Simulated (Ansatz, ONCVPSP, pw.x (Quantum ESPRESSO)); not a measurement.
**What a changed setting does to a pw.x run (bcc Ti)**

Potential: optimised norm-conserving Vanderbilt (ONCV), ONCVPSP 4.0.1.1 (patched build), PBE; core [Ne], reference 3s2 3p6 3d2 4s2; waves: 3s+4s: rc 2.24 bohr, ncon 4, nbas 7, qcut 7.2 1/bohr, 2 projectors; 3p: rc 1.50 bohr, ncon 4, nbas 8, qcut 10.3 1/bohr, 1 projector; 3d: rc 2.55 bohr, ncon 5, nbas 10, qcut 6.3 1/bohr, 2 projectors, debl 0.3 Ha; f scattering state at 0.13 Ha: rc 2.55 bohr, ncon 5, nbas 8, qcut 4.2 1/bohr, 2 projectors, debl 0.9 Ha; local part: polynomial inside 1.35 bohr (lpopt 5, dvloc0 0 Ha); core correction: Teter function, fcfact 3.75, rcfact 1.2.

The reference run (k-mesh 14³, cutoffs 60/240 Ry, Fermi–Dirac 0.01 Ry, mixing_beta 0.4, conv_thr 1e-9, no spin) gives -0.22 GPa at 17.343 Å³/atom, where all-electron LAPW gives 0.23 GPa. This run, with its own iteration cap, changes nosym to true.

```
&control
  calculation='scf', prefix='x', pseudo_dir='./', outdir='./tmp', tstress=.true., disk_io='none'
/
&system
  ibrav=0, nat=1, ntyp=1, ecutwfc=60, ecutrho=240, nbnd=14,
  occupations='smearing', smearing='fd', degauss=0.01, nosym=.true.
/
&electrons
  conv_thr=1e-09, mixing_beta=0.4, electron_maxstep=60
/
ATOMIC_SPECIES
Ti 1.0 Ti.UPF
CELL_PARAMETERS angstrom
  -1.63062743 1.63062743 1.63062743
  1.63062743 -1.63062743 1.63062743
  1.63062743 1.63062743 -1.63062743
ATOMIC_POSITIONS crystal
Ti 0.0000 0.0000 0.0000
K_POINTS automatic
14 14 14 0 0 0
```

```bash
pw.x < Ti.scf.in > Ti.scf.out
```

**Question.** How does the run end?

**Answer.** It converges in 8 iterations; the free energy moves by +0.0 meV/atom and the pressure by +0.00 GPa. The result is that of the reference run.

```
lattice parameter (alat)  =       5.3372  a.u.
     unit-cell volume          =     117.0364 (a.u.)^3
     number of electrons       =        12.00
     number of Kohn-Sham states=           14
     kinetic-energy cutoff     =      60.0000  Ry
     charge density cutoff     =     240.0000  Ry
     scf convergence threshold =      1.0E-09
     Exchange-correlation= PBE
     number of k points=  1376  Fermi-Dirac smearing, width (Ry)=  0.0100
     iteration #  1     ecut=    60.00 Ry     beta= 0.40
     total energy              =    -118.42502835 Ry
     estimated scf accuracy    <       0.03067958 Ry
     iteration #  2     ecut=    60.00 Ry     beta= 0.40
     total energy              =    -118.42881997 Ry
     estimated scf accuracy    <       0.00100773 Ry
     iteration #  3     ecut=    60.00 Ry     beta= 0.40
     total energy              =    -118.42898149 Ry
     estimated scf accuracy    <       0.00009651 Ry
     [... 2 iterations left out ...]
     iteration #  6     ecut=    60.00 Ry     beta= 0.40
     total energy              =    -118.42898940 Ry
     estimated scf accuracy    <       0.00000001 Ry
     iteration #  7     ecut=    60.00 Ry     beta= 0.40
     total energy              =    -118.42898940 Ry
     estimated scf accuracy    <          4.4E-09 Ry
     iteration #  8     ecut=    60.00 Ry     beta= 0.40
     the Fermi energy is    13.2398 ev
!    total energy              =    -118.42898940 Ry
     estimated scf accuracy    <          5.8E-11 Ry
     smearing contrib. (-TS)   =      -0.01029717 Ry
     The total energy is F=E-TS. E is the sum of the following terms:
     one-electron contribution =     -39.88075465 Ry
     hartree contribution      =      23.84595962 Ry
     xc contribution           =     -17.35064266 Ry
     ewald contribution        =     -85.03325453 Ry
     convergence has been achieved in   8 iterations
          total   stress  (Ry/bohr**3)                   (kbar)     P=       -2.24
     Message from routine punch:
     Nothing written, as per user request (disk_io='none')
```

The run took about 4.5 min on one core of a shared host (Neoverse-V1, 64 threads, 495 GiB, load 21).
